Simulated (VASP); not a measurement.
The system is Te2Mo.

```
Te Mo
1.0
     3.51820    0.00000    0.00000
    -1.75910    3.04685    0.00000
     0.00000    0.00000   13.97360
Te Mo
4 2
Direct
  0.33333 0.66667 0.62100
  0.66667 0.33333 0.12100
  0.33333 0.66667 0.87900
  0.66667 0.33333 0.37900
  0.33333 0.66667 0.25000
  0.66667 0.33333 0.75000
```

| Quantity | Value |
| --- | --- |
| Program | VASP 6.6.1 |
| Task | relaxation of cell and atoms |
| Functional | PBE |
| Dispersion | D3(BJ) |
| Potentials or basis | VASP PAW PBE potentials, release 64 (Te, Mo_sv) |
| Cutoff | 600 eV |
| k mesh | 9 × 9 × 2 |
| Occupations | gaussian, width 0.03 eV |
| Spin | no spin polarisation |

At the start: pressure -0.6 GPa; volume 24.96 Å³/atom.

Where does the relaxation end?

Over 11 steps the energy falls by 4.2 meV/atom and the volume is 24.15 Å³/atom (-3.2 %); space group P6_3/mmc (No. 194, to 0.05 Å).

Step by step:
| step | energy change (eV) | largest force (eV/Å) | pressure (GPa) | volume (Å³) |
| --- | --- | --- | --- | --- |
| 1 | 0.0000 | 0.1801 | -0.57 | 149.79 |
| 2 | -0.0099 | 0.1781 | 0.16 | 147.87 |
| 3 | -0.0107 | 0.1781 | 0.42 | 147.15 |
| 4 | -0.0138 | 0.0446 | -0.52 | 147.26 |
| 5 | -0.0143 | 0.0147 | -0.27 | 147.23 |
| 6 | -0.0201 | 0.0145 | -0.19 | 146.48 |
| 7 | -0.0252 | 0.0121 | -0.01 | 145.13 |
| 8 | -0.0254 | 0.0107 | 0.04 | 144.86 |
| 9 | -0.0254 | 0.0111 | 0.03 | 144.91 |
| 10 | -0.0253 | 0.0168 | -0.11 | 144.97 |
| 11 | -0.0254 | 0.0027 | -0.01 | 144.93 |

Final structure:
```cif
data_structure
_symmetry_space_group_name_H-M 'P 1'
_symmetry_Int_Tables_number 1
_cell_length_a 3.4957
_cell_length_b 3.4957
_cell_length_c 13.6948
_cell_angle_alpha 90.000
_cell_angle_beta 90.000
_cell_angle_gamma 120.000
_cell_volume 144.93
loop_
_atom_site_label
_atom_site_type_symbol
_atom_site_fract_x
_atom_site_fract_y
_atom_site_fract_z
_atom_site_occupancy
Te1 Te 0.33333 0.66667 0.61724 1
Te2 Te 0.66667 0.33333 0.11724 1
Te3 Te 0.33333 0.66667 0.88276 1
Te4 Te 0.66667 0.33333 0.38276 1
Mo1 Mo 0.33333 0.66667 0.25000 1
Mo2 Mo 0.66667 0.33333 0.75000 1
```
